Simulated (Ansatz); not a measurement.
Born–Oppenheimer molecular dynamics of a periodic cell of 20 atoms, SrTiO$_{3}$ (start crystal SrTiO3, start structure I4/mcm, volume 1 times the crystal's). It starts from a structure without forces on its atoms.

These are results of DFT PBE, scalar-relativistic, plane waves, PAW in Ansatz 0.2.0, not measurements. Settings: accuracy low, PAW set soft_1, cutoff 420 eV, k mesh 3x3x2, fermi-dirac smearing 0.24 eV, no spin polarisation.

```json
{"ensemble": "NVT, Langevin thermostat", "time step": "0.75 fs", "steps asked": "130", "set temperature": "2800 K", "friction": "0.02 /fs", "seed": "889874"}
```

Frames 0.75 fs apart, positions in Å, forces in eV/Å.

Velocities at 60 fs (Å/ps):

```
Sr -3.90 1.93 -2.50
Sr -4.87 -3.75 11.24
Ti -6.69 -7.26 2.77
Ti 8.40 -4.99 10.78
O 32.82 -20.33 10.97
O 8.60 -11.65 -32.90
O -2.75 -4.05 3.04
O 11.82 -4.86 7.37
O 5.36 -13.82 -6.21
O 13.67 -9.80 7.45
Sr -8.99 -2.05 0.32
Sr -0.13 1.85 -2.62
Ti 1.65 6.82 7.82
Ti 6.52 3.69 4.62
O 1.71 -4.51 -0.35
O 0.82 -6.47 -8.31
O -1.98 1.63 -6.15
O 1.71 -11.11 -4.82
O -8.65 11.38 -6.28
O -7.77 15.04 10.56
```

```xyz
20
Lattice="5.5223 0.0000 0.0000 0.0000 5.5223 0.0000 0.0000 0.0000 7.8453" Properties=species:S:1:pos:R:3:forces:R:3 time_fs=60 energy_less_start_eV=6.054 T=2498
Sr -0.061 2.899 1.840 -0.74 -0.23 0.64
Sr 2.802 0.015 1.911 -0.04 -1.17 0.42
Ti 0.111 0.142 0.032 -1.98 0.20 -2.49
Ti -0.079 -0.184 3.908 -0.44 -0.37 2.48
O 4.042 1.463 4.179 0.35 -0.89 -1.46
O 1.353 1.374 -0.551 -0.17 0.91 2.99
O 1.425 1.031 4.028 0.11 1.20 -1.36
O 3.941 1.067 0.232 -0.08 3.11 -0.89
O -0.160 0.062 5.914 -0.93 -0.75 -0.21
O -0.292 0.001 1.978 2.60 0.13 1.73
Sr 2.924 -0.310 5.945 -1.05 4.00 -0.66
Sr -0.199 3.014 5.986 0.25 -1.63 -0.15
Ti 2.589 2.426 3.727 0.88 3.10 3.47
Ti 2.701 2.855 0.037 0.79 -1.39 -1.07
O 1.290 4.239 -0.131 0.44 -0.87 2.24
O 3.939 4.000 3.977 1.27 1.59 -0.77
O 4.170 4.112 0.231 -0.35 -1.37 -0.49
O 1.196 3.983 4.367 -0.23 -0.53 -2.59
O 2.656 3.004 1.990 -1.35 -1.62 0.58
O 2.824 3.125 6.208 0.67 -3.42 -2.43
20
Lattice="5.5223 0.0000 0.0000 0.0000 5.5223 0.0000 0.0000 0.0000 7.8453" Properties=species:S:1:pos:R:3:forces:R:3 time_fs=60.75 energy_less_start_eV=6.103 T=2272
Sr -0.064 2.901 1.838 -0.70 -0.25 0.68
Sr 2.799 0.012 1.919 0.03 -1.12 0.41
Ti 0.106 0.137 0.034 -1.71 0.32 -2.50
Ti -0.073 -0.187 3.917 -0.58 -0.21 2.38
O 4.066 1.448 4.185 -0.16 -0.56 -1.57
O 1.358 1.366 -0.574 -0.28 0.84 3.10
O 1.424 1.029 4.030 0.34 1.32 -1.37
O 3.949 1.064 0.237 -0.15 3.15 -0.87
O -0.156 0.051 5.910 -0.97 -0.80 -0.20
O -0.281 -0.005 1.983 2.54 0.11 1.64
Sr 2.917 -0.312 5.946 -0.98 4.17 -0.70
Sr -0.198 3.014 5.984 0.25 -1.69 -0.11
Ti 2.591 2.432 3.732 1.18 2.86 3.34
Ti 2.706 2.857 0.041 0.64 -1.49 -1.08
O 1.290 4.237 -0.131 0.38 -0.87 2.30
O 3.940 3.994 3.971 1.18 1.46 -0.71
O 4.168 4.113 0.226 -0.26 -1.33 -0.43
O 1.197 3.974 4.363 -0.12 -0.60 -2.56
O 2.651 3.013 1.986 -1.36 -1.73 0.88
O 2.817 3.135 6.216 0.74 -3.59 -2.63
20
Lattice="5.5223 0.0000 0.0000 0.0000 5.5223 0.0000 0.0000 0.0000 7.8453" Properties=species:S:1:pos:R:3:forces:R:3 time_fs=61.5 energy_less_start_eV=6.156 T=2304
Sr -0.066 2.903 1.836 -0.66 -0.27 0.71
Sr 2.796 0.008 1.927 0.08 -1.06 0.40
Ti 0.100 0.132 0.036 -1.45 0.45 -2.50
Ti -0.067 -0.189 3.926 -0.68 -0.08 2.28
O 4.088 1.433 4.189 -0.57 -0.29 -1.64
O 1.363 1.359 -0.594 -0.38 0.78 3.21
O 1.423 1.028 4.030 0.56 1.43 -1.36
O 3.956 1.060 0.241 -0.23 3.19 -0.85
O -0.152 0.038 5.909 -1.01 -0.82 -0.22
O -0.268 -0.010 1.987 2.46 0.08 1.55
Sr 2.911 -0.314 5.947 -0.92 4.34 -0.74
Sr -0.197 3.015 5.981 0.24 -1.74 -0.08
Ti 2.592 2.438 3.739 1.37 2.67 3.20
Ti 2.711 2.860 0.045 0.49 -1.59 -1.15
O 1.289 4.235 -0.132 0.35 -0.90 2.35
O 3.943 3.990 3.966 1.08 1.33 -0.67
O 4.163 4.112 0.220 -0.15 -1.26 -0.36
O 1.199 3.967 4.357 -0.01 -0.67 -2.53
O 2.647 3.023 1.980 -1.38 -1.83 1.18
O 2.809 3.146 6.222 0.80 -3.78 -2.76
20
Lattice="5.5223 0.0000 0.0000 0.0000 5.5223 0.0000 0.0000 0.0000 7.8453" Properties=species:S:1:pos:R:3:forces:R:3 time_fs=62.25 energy_less_start_eV=6.215 T=2257
Sr -0.066 2.907 1.835 -0.62 -0.30 0.74
Sr 2.794 0.004 1.933 0.12 -0.99 0.39
Ti 0.095 0.125 0.037 -1.19 0.63 -2.50
Ti -0.062 -0.191 3.934 -0.77 0.04 2.17
O 4.109 1.421 4.190 -0.89 -0.07 -1.68
O 1.368 1.353 -0.616 -0.50 0.71 3.31
O 1.422 1.025 4.031 0.77 1.54 -1.36
O 3.962 1.056 0.245 -0.30 3.23 -0.81
O -0.149 0.023 5.908 -1.04 -0.83 -0.24
O -0.255 -0.014 1.991 2.38 0.04 1.44
Sr 2.904 -0.315 5.949 -0.85 4.48 -0.79
Sr -0.195 3.016 5.979 0.24 -1.80 -0.05
Ti 2.594 2.444 3.744 1.48 2.52 3.07
Ti 2.716 2.863 0.050 0.34 -1.71 -1.31
O 1.288 4.234 -0.132 0.33 -0.94 2.40
O 3.946 3.987 3.962 0.98 1.20 -0.64
O 4.157 4.112 0.214 -0.01 -1.18 -0.28
O 1.201 3.958 4.349 0.07 -0.72 -2.50
O 2.643 3.031 1.973 -1.38 -1.91 1.50
O 2.800 3.154 6.226 0.84 -3.93 -2.85
20
Lattice="5.5223 0.0000 0.0000 0.0000 5.5223 0.0000 0.0000 0.0000 7.8453" Properties=species:S:1:pos:R:3:forces:R:3 time_fs=63 energy_less_start_eV=6.268 T=2369
Sr -0.066 2.911 1.834 -0.58 -0.35 0.77
Sr 2.791 0.001 1.940 0.16 -0.91 0.38
Ti 0.089 0.118 0.036 -0.96 0.81 -2.46
Ti -0.055 -0.193 3.941 -0.86 0.16 2.06
O 4.129 1.411 4.189 -1.16 0.11 -1.69
O 1.374 1.349 -0.637 -0.65 0.61 3.42
O 1.421 1.022 4.032 0.98 1.63 -1.34
O 3.967 1.053 0.247 -0.35 3.24 -0.79
O -0.146 0.009 5.905 -1.05 -0.83 -0.24
O -0.242 -0.015 1.996 2.30 0.00 1.31
Sr 2.897 -0.315 5.951 -0.78 4.55 -0.83
Sr -0.193 3.017 5.976 0.24 -1.87 -0.01
Ti 2.597 2.450 3.751 1.55 2.41 2.94
Ti 2.722 2.868 0.056 0.21 -1.85 -1.49
O 1.288 4.234 -0.131 0.29 -0.96 2.43
O 3.949 3.985 3.959 0.89 1.08 -0.63
O 4.152 4.112 0.209 0.12 -1.10 -0.23
O 1.204 3.945 4.338 0.13 -0.74 -2.47
O 2.641 3.040 1.965 -1.39 -1.99 1.82
O 2.791 3.160 6.229 0.90 -4.02 -2.92
20
Lattice="5.5223 0.0000 0.0000 0.0000 5.5223 0.0000 0.0000 0.0000 7.8453" Properties=species:S:1:pos:R:3:forces:R:3 time_fs=63.75 energy_less_start_eV=6.304 T=2352
Sr -0.066 2.916 1.833 -0.54 -0.39 0.80
Sr 2.789 -0.003 1.948 0.21 -0.83 0.36
Ti 0.086 0.113 0.036 -0.76 0.95 -2.43
Ti -0.048 -0.194 3.948 -0.95 0.25 1.95
O 4.149 1.403 4.187 -1.38 0.25 -1.68
O 1.381 1.345 -0.659 -0.80 0.52 3.51
O 1.420 1.020 4.030 1.18 1.68 -1.32
O 3.973 1.052 0.249 -0.38 3.23 -0.74
O -0.142 -0.005 5.903 -1.06 -0.82 -0.22
O -0.229 -0.015 2.001 2.23 -0.04 1.15
Sr 2.889 -0.314 5.953 -0.70 4.61 -0.87
Sr -0.191 3.018 5.972 0.23 -1.93 0.02
Ti 2.600 2.457 3.757 1.58 2.33 2.80
Ti 2.728 2.873 0.061 0.11 -1.96 -1.70
O 1.290 4.233 -0.129 0.23 -0.94 2.47
O 3.953 3.985 3.957 0.80 0.96 -0.63
O 4.148 4.112 0.204 0.25 -1.01 -0.19
O 1.207 3.930 4.327 0.18 -0.72 -2.43
O 2.638 3.047 1.958 -1.39 -2.05 2.09
O 2.782 3.166 6.230 0.95 -4.10 -2.95
20
Lattice="5.5223 0.0000 0.0000 0.0000 5.5223 0.0000 0.0000 0.0000 7.8453" Properties=species:S:1:pos:R:3:forces:R:3 time_fs=64.5 energy_less_start_eV=6.324 T=2287
Sr -0.066 2.920 1.831 -0.50 -0.43 0.84
Sr 2.787 -0.008 1.956 0.27 -0.73 0.33
Ti 0.083 0.110 0.036 -0.58 1.06 -2.41
Ti -0.041 -0.196 3.955 -1.03 0.35 1.85
O 4.167 1.395 4.184 -1.56 0.36 -1.66
O 1.390 1.341 -0.680 -0.94 0.45 3.62
O 1.418 1.019 4.028 1.36 1.71 -1.29
O 3.978 1.055 0.248 -0.39 3.19 -0.67
O -0.139 -0.017 5.903 -1.06 -0.83 -0.25
O -0.216 -0.016 2.006 2.15 -0.08 1.00
Sr 2.881 -0.314 5.954 -0.61 4.66 -0.90
Sr -0.190 3.019 5.969 0.22 -2.00 0.06
Ti 2.603 2.464 3.765 1.58 2.23 2.69
Ti 2.734 2.877 0.066 0.02 -2.05 -1.92
O 1.292 4.231 -0.128 0.17 -0.91 2.50
O 3.957 3.985 3.955 0.72 0.86 -0.62
O 4.145 4.114 0.198 0.35 -0.93 -0.14
O 1.210 3.913 4.317 0.21 -0.66 -2.40
O 2.636 3.053 1.954 -1.37 -2.09 2.27
O 2.773 3.170 6.228 1.01 -4.18 -2.90
20
Lattice="5.5223 0.0000 0.0000 0.0000 5.5223 0.0000 0.0000 0.0000 7.8453" Properties=species:S:1:pos:R:3:forces:R:3 time_fs=65.25 energy_less_start_eV=6.335 T=2234
Sr -0.066 2.925 1.830 -0.46 -0.47 0.88
Sr 2.784 -0.013 1.963 0.32 -0.63 0.31
Ti 0.081 0.106 0.037 -0.45 1.14 -2.40
Ti -0.035 -0.197 3.963 -1.08 0.47 1.76
O 4.184 1.386 4.180 -1.72 0.45 -1.63
O 1.400 1.337 -0.702 -1.09 0.39 3.72
O 1.416 1.018 4.026 1.52 1.71 -1.25
O 3.982 1.062 0.246 -0.36 3.12 -0.59
O -0.134 -0.029 5.904 -1.07 -0.82 -0.28
O -0.202 -0.018 2.009 2.07 -0.10 0.87
Sr 2.873 -0.314 5.955 -0.52 4.70 -0.93
Sr -0.189 3.020 5.965 0.22 -2.07 0.12
Ti 2.608 2.471 3.774 1.54 2.12 2.58
Ti 2.739 2.880 0.070 -0.04 -2.12 -2.13
O 1.294 4.230 -0.128 0.11 -0.87 2.54
O 3.960 3.984 3.952 0.65 0.78 -0.61
O 4.144 4.116 0.192 0.41 -0.86 -0.10
O 1.212 3.896 4.307 0.23 -0.58 -2.37
O 2.634 3.056 1.952 -1.35 -2.11 2.35
O 2.764 3.173 6.225 1.07 -4.24 -2.82
20
Lattice="5.5223 0.0000 0.0000 0.0000 5.5223 0.0000 0.0000 0.0000 7.8453" Properties=species:S:1:pos:R:3:forces:R:3 time_fs=66 energy_less_start_eV=6.335 T=2082
Sr -0.065 2.928 1.829 -0.43 -0.50 0.91
Sr 2.780 -0.019 1.969 0.38 -0.53 0.29
Ti 0.079 0.104 0.039 -0.36 1.20 -2.40
Ti -0.028 -0.199 3.970 -1.11 0.60 1.67
O 4.200 1.378 4.175 -1.83 0.52 -1.58
O 1.409 1.334 -0.724 -1.23 0.34 3.82
O 1.415 1.018 4.024 1.64 1.68 -1.23
O 3.984 1.069 0.244 -0.31 3.03 -0.52
O -0.129 -0.042 5.904 -1.07 -0.81 -0.31
O -0.190 -0.021 2.011 1.99 -0.11 0.74
Sr 2.865 -0.315 5.954 -0.44 4.73 -0.95
Sr -0.189 3.020 5.960 0.23 -2.13 0.17
Ti 2.614 2.478 3.783 1.48 2.01 2.48
Ti 2.743 2.884 0.074 -0.08 -2.18 -2.30
O 1.298 4.229 -0.126 0.05 -0.84 2.57
O 3.963 3.982 3.950 0.60 0.71 -0.60
O 4.143 4.117 0.185 0.47 -0.78 -0.05
O 1.214 3.881 4.294 0.23 -0.51 -2.31
O 2.631 3.058 1.952 -1.33 -2.13 2.36
O 2.756 3.175 6.222 1.11 -4.29 -2.76
20
Lattice="5.5223 0.0000 0.0000 0.0000 5.5223 0.0000 0.0000 0.0000 7.8453" Properties=species:S:1:pos:R:3:forces:R:3 time_fs=66.75 energy_less_start_eV=6.314 T=2138
Sr -0.065 2.932 1.829 -0.39 -0.54 0.94
Sr 2.778 -0.024 1.974 0.42 -0.44 0.29
Ti 0.078 0.103 0.041 -0.27 1.25 -2.39
Ti -0.021 -0.200 3.977 -1.12 0.74 1.58
O 4.213 1.371 4.168 -1.88 0.55 -1.52
O 1.416 1.332 -0.745 -1.35 0.30 3.91
O 1.416 1.018 4.023 1.71 1.62 -1.19
O 3.987 1.076 0.241 -0.27 2.94 -0.44
O -0.125 -0.054 5.905 -1.07 -0.78 -0.37
O -0.174 -0.025 2.014 1.90 -0.12 0.62
Sr 2.858 -0.315 5.954 -0.36 4.72 -0.96
Sr -0.188 3.021 5.955 0.24 -2.20 0.22
Ti 2.619 2.487 3.792 1.42 1.88 2.38
Ti 2.746 2.888 0.079 -0.11 -2.23 -2.49
O 1.301 4.230 -0.124 0.01 -0.81 2.58
O 3.965 3.980 3.949 0.58 0.66 -0.60
O 4.143 4.118 0.179 0.52 -0.71 0.01
O 1.219 3.865 4.280 0.18 -0.41 -2.23
O 2.627 3.058 1.951 -1.29 -2.12 2.39
O 2.750 3.175 6.221 1.14 -4.29 -2.72
20
Lattice="5.5223 0.0000 0.0000 0.0000 5.5223 0.0000 0.0000 0.0000 7.8453" Properties=species:S:1:pos:R:3:forces:R:3 time_fs=67.5 energy_less_start_eV=6.269 T=1950
Sr -0.065 2.935 1.828 -0.35 -0.57 0.97
Sr 2.775 -0.029 1.979 0.46 -0.34 0.27
Ti 0.076 0.101 0.042 -0.18 1.28 -2.35
Ti -0.014 -0.200 3.984 -1.13 0.87 1.47
O 4.223 1.364 4.159 -1.91 0.58 -1.46
O 1.424 1.329 -0.762 -1.48 0.27 3.98
O 1.417 1.019 4.022 1.76 1.57 -1.14
O 3.990 1.085 0.235 -0.22 2.83 -0.34
O -0.122 -0.066 5.907 -1.05 -0.74 -0.45
O -0.158 -0.029 2.017 1.79 -0.11 0.50
Sr 2.853 -0.315 5.953 -0.30 4.66 -0.96
Sr -0.188 3.023 5.949 0.25 -2.29 0.29
Ti 2.625 2.496 3.800 1.37 1.75 2.26
Ti 2.749 2.892 0.084 -0.13 -2.28 -2.65
O 1.304 4.231 -0.124 -0.03 -0.79 2.59
O 3.967 3.979 3.951 0.54 0.61 -0.63
O 4.144 4.120 0.172 0.54 -0.65 0.07
O 1.222 3.851 4.266 0.15 -0.32 -2.14
O 2.624 3.057 1.949 -1.24 -2.10 2.48
O 2.745 3.173 6.219 1.18 -4.22 -2.75
```

Of the whole run (98 fs, mean temperature of the second half 2432 K): The mean temperature of the second half is 13 % below the set value. A run of 0.098 ps of so small a system gives no equilibrium averages. Limits of this set-up: low accuracy level.

Time of the run: 20 min on 2 threads of Intel(R) Xeon(R) Platinum 8259CL CPU @ 2.50GHz (Skylake/Cascade Lake), with other jobs on the host, peak memory 1 GiB.
